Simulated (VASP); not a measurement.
Write the native input for VASP 6.6.1 that does the following.

```
Task                   : single point
Functional             : PBEsol
Potentials or basis    : VASP PAW PBE potentials, release 64 (Nb_sv)
Cutoff                 : 520 eV
k mesh                 : 11 × 11 × 11
Occupations            : fermi-dirac, width 0.05 eV
Spin                   : no spin polarisation
Ladder                 : free
Further INCAR settings : ALGO = Normal; EDIFF = 1e-07; NBANDS = 12
```

The structure of Nb lies in POSCAR:

```
Nb
1.0
   -1.6639500000      1.6639500000      1.6639500000
    1.6639500000     -1.6639500000      1.6639500000
    1.6639500000      1.6639500000     -1.6639500000
Nb
1
Direct
    0.0000000000      0.0000000000      0.0000000000
```

The input as run:

INCAR

```
SYSTEM = Nb
  ALGO = Normal
  EDIFF = 1E-7
  ENCUT = 520
  GGA = PS
  ISIF = 2
  ISMEAR = -1
  LASPH = .True.
  LCHARG = .True.
  LELF = .True.
  LREAL = .False.
  LVHAR = .True.
  LWAVE = .False.
  NBANDS = 12
  NELM = 80
  PREC = Accurate
  SIGMA = 0.05
```

KPOINTS

```
k-points
0
Gamma
  11 11 11
  0 0 0
```

Potentials or basis: VASP PAW PBE potentials, release 64 (Nb_sv).

Run with:

```console
$ cat potpaw_PBE.64/Nb_sv/POTCAR > POTCAR
$ mpirun -np 1 vasp_std > vasp.out
```

It gave:

```
Pressure               : -8.1 GPa
Band gap on the k mesh : none (metal or under the smearing width)
```

Caveat: the PAW data sets were made with another functional, which shifts forces and pressure a little.

It took 4.8 s on 1 thread of Intel(R) Xeon(R) 6975P-C (Granite Rapids), on a shared host, peak memory 0.14 GiB.
